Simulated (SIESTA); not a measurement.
## NiO under changes of volume

One of the cells (9.076 Å³/atom); the others are scaled copies at fixed shape and fractional positions:

```xyz
2
Lattice="0.0000 2.0859 2.0859 2.0859 0.0000 2.0859 2.0859 2.0859 0.0000" Properties=species:S:1:pos:R:3 pbc="T T T"
Ni    0.0000    0.0000    0.0000
O     2.0859    2.0859    2.0859
```

- Program: SIESTA 5.4.2
- Functional: PBE
- Potentials or basis: PseudoDojo 0.4 standard (PBE files)
- Basis: SZ (energy shift 0.003 Ry)
- Grid cutoff: 800 Ry
- Energy shift: 0.003 Ry
- k mesh: 8 × 8 × 8
- Occupations: fermi-dirac, width 0.05 eV
- Spin: collinear spin, ferromagnetic start
- Starting moments: [1.0, 0.0] μB

| volume (Å³/atom) | energy over the lowest point (meV/atom) | pressure (GPa) | moment (μB per cell) |
| --- | --- | --- | --- |
| 8.531 | 54.42 | 23.3 | 0.72 |
| 8.713 | 31.55 | 17.4 | 0.73 |
| 8.894 | ? | ? | ? |
| 9.076 | 4.45 | 6.4 | 0.74 |
| 9.257 | 0.02 | 1.8 | 0.75 |
| 9.439 | 0.00 | -1.5 | 0.76 |
| 9.620 | 4.02 | -5.4 | 0.78 |

Question: What does the run at 8.894 Å³/atom give?

Answer: Energy over the lowest point 14.86 meV/atom; pressure 12.2 GPa; moment 0.73 μB per cell.

Worked out: A Birch-Murnaghan fit of order 3 (a polynomial in V^(-2/3)) to the other rows has its minimum at 9.35 Å³/atom with B0 = V·E''(V) = 207 GPa and B' = 4.8. It gives 15.06 meV/atom at 8.894 Å³/atom, against the run's 14.86, and -dE/dV = 11.6 GPa, against 12.2. A parabola through the other rows of the moment, of slope 0.0384 μB per Å³/atom there, gives 0.73 μB, against the run's 0.73.

Energies are extrapolated to zero smearing.

Caveats: the basis has no polarisation orbitals; short orbitals over semicore shells can move pressures by several GPa; the basis of atomic orbitals isn't converged, which shifts pressures, moduli and gaps; a cell with one magnetic atom can't hold antiferromagnetic order, which such compounds often take.
